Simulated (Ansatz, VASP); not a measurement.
**MnO2 in VASP and in Ansatz**

```xyz
6
Lattice="4.4557 0.0000 0.0000 0.0000 4.4557 0.0000 0.0000 0.0000 2.9434" Properties=species:S:1:pos:R:3 pbc="T T T"
Mn    0.0000    0.0000    0.0000
Mn    2.2279    2.2279    1.4717
O     1.3639    1.3639    0.0000
O     0.8640    3.5917    1.4717
O     3.0919    3.0919    0.0000
O     3.5917    0.8640    1.4717
```

Alike in both runs: functional PBE; k mesh 8 × 8 × 12; occupations gaussian, width 0.1 eV; collinear spin; Hubbard terms Mn d U = 3.9 eV.

Ansatz relaxed the structure, and its values are those at the end. VASP's run is a single point on that final structure, the one shown.

|  | VASP | Ansatz |
| --- | --- | --- |
| version | VASP 6.6.1 | Ansatz 0.2.0 |
| potentials or method | VASP PAW PBE potentials, release 64 (Mn_pv, O) | scalar-relativistic, plane waves, PAW |
| plane-wave cutoff (eV) | 520 | 420 |
| valence electrons in the cell | 50 | 54 |

|  | VASP | Ansatz | Ansatz less VASP |
| --- | --- | --- | --- |
| gap on the k mesh at the Fermi level (eV) | none | none | - |
| pressure (GPa) | 0.7 | 0.0 | -0.68 |
| rms of the force components (eV/Å) | 0.012 | 0.000 | -0.0114 |
| net moment per atom (μB) | 1.01 | 1.01 | -0.001 |
| size of the moment on the site where the two differ most (μB) | 3.12 | 2.78 | -0.347 |

Site moments also hang on the region over which each program counts them. The programs project onto different local orbitals, so the same U acts differently. A gap of «none» marks a metal or a gap that the smearing closes. The two sets of potentials don't hold the same shells in valence. Ansatz warned: «filled_band_counts_differ_across_k_points».

The state reached can hang on the start; a lower one may exist.
